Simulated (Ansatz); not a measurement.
## Pt in Ansatz: the effect of functional

The system is Pt.

```
CELL_PARAMETERS angstrom
2.74214 0.00000 0.00000
-1.37107 2.37476 0.00000
0.00000 0.00000 4.75997
ATOMIC_POSITIONS crystal
Pt 0.33333 0.66667 0.25000
Pt 0.66667 0.33333 0.75000
```

This isn't the form of Pt at room conditions, which is fcc.

The cell isn't the ideal one: volume scaled by 0.98.

Alike in all runs:

| Property | Result |
| --- | --- |
| Program | Ansatz 0.2.0 |
| Task | single point |
| Potentials or basis | Ansatz PAW |
| k mesh | 11 × 11 × 6 |
| Occupations | fermi-dirac, width 0.05 eV |
| Spin | no spin polarisation |

```csv
functional,cutoff,pressure (GPa)
LDA,420 eV (not typed: the program's choice for these potentials),?
PBEsol,420 eV (not typed: the program's choice for these potentials),-5.9
r2SCAN,500 eV (not typed: the program's choice for these potentials),-1.3
```

Problem. What does the run with functional LDA give?

Solution. Pressure -11.1 GPa.

Caveats: the PAW data sets come from PBE, with cores solved anew for the run's functional, which leaves a small shift of forces and pressure.

Runs at the PBE level aren't shown here.
